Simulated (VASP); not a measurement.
# LiF (Griceite): single point with vdW-DF

LiF (Griceite):

```
F Li
1.0
     0.00000    1.98678    1.98678
     1.98678    0.00000    1.98678
     1.98678    1.98678    0.00000
F Li
1 1
Direct
  0.50000 0.50000 0.50000
  0.00000 0.00000 0.00000
```

The cell isn't the ideal one: volume scaled by 0.96.

```
Program                : VASP 6.6.1
Task                   : single point
Functional             : vdW-DF
Potentials or basis    : VASP PAW PBE potentials, release 64 (F_h, Li_sv)
Cutoff                 : 900 eV
k mesh                 : 11 × 11 × 11
Occupations            : gaussian, width 0.05 eV
Spin                   : no spin polarisation
Further INCAR settings : ALGO = Normal; EDIFF = 1.00e-06; NBANDS = 12
```

```json
{
 "Pressure": "6.9 GPa",
 "Band gap on the k mesh": "9.87 eV, direct"
}
```

Levels at points of the mesh, in eV from the valence-band top:
| k point | band 3 | band 4 | band 5 | band 6 | band 7 | band 8 |
| --- | --- | --- | --- | --- | --- | --- |
| (0.00, 0.00, 0.00) | 0.00 | 0.00 | 0.00 | 9.87 | 24.89 | 24.89 |

It took 21 s on 1 thread of AMD EPYC 9R45 (Zen 5), with other jobs on the host, peak memory 0.29 GiB.

Caveat: the cutoff is under 1.25 times the usual one of these potentials, so pressure, stress and relaxed cells hold a basis-set (Pulay) error; the PAW data sets were made with another functional, which shifts forces and pressure a little; an odd mesh through Γ misses points on the zone boundary, where band edges often lie.
